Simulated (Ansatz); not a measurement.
Crystal: HfO2.

```
Hf O
1.0
     3.55802    0.00000    0.00000
     0.00000    3.55802    0.00000
     0.00000    0.00000    5.17186
Hf O
2 4
Direct
  0.00000 0.00000 0.00000
  0.50000 0.50000 0.50000
  0.00000 0.50000 0.19721
  0.50000 0.00000 0.30279
  0.50000 0.00000 0.80279
  0.00000 0.50000 0.69721
```

Measurements of this composition are mostly on another form, of space group No. 14.

```yaml
Program: Ansatz 0.2.0
Task: relaxation of cell and atoms
Functional: PBE
Potentials_or_basis: Ansatz PAW
Cutoff: "420 eV (not typed: the program's choice for these potentials)"
k_mesh: 8 × 8 × 5
Occupations: fermi-dirac, width 0.05 eV
Spin: no spin polarisation
```

At the start: volume 10.91 Å³/atom.

Task: How do energy, volume and symmetry change on relaxing?

Result: It ends after 8 steps and the volume is 11.40 Å³/atom (+4.4 %); space group P4_2/nmc (No. 137, to 0.05 Å).

The path:
```
step  energy change (eV)  largest force (eV/Å)  volume (Å³)
   1              0.0000                0.1402        65.47
   2             -0.0591                0.0668        68.64
   3             -0.0643                0.0272        68.17
   4             -0.0644                0.0133        68.20
   5             -0.0643                0.0010        68.23
   6             -0.0810                0.0025        68.23
   7             -0.0805                0.0004        68.38
   8             -0.0813                0.0004        68.38
```

Final structure:
```
CELL_PARAMETERS angstrom
3.60432 0.00000 0.00000
0.00000 3.60432 0.00000
0.00000 0.00000 5.26357
ATOMIC_POSITIONS crystal
Hf 0.00000 0.00000 0.00000
Hf 0.50000 0.50000 0.50000
O 0.00000 0.50000 0.19329
O 0.50000 0.00000 0.30671
O 0.50000 0.00000 0.80671
O 0.00000 0.50000 0.69329
```

Caveat: the plane-wave basis is chosen anew once the cell has moved, so the energies of steps on either side of that aren't comparable; the pressure holds a Pulay correction of +0.8 GPa for the finite cutoff.
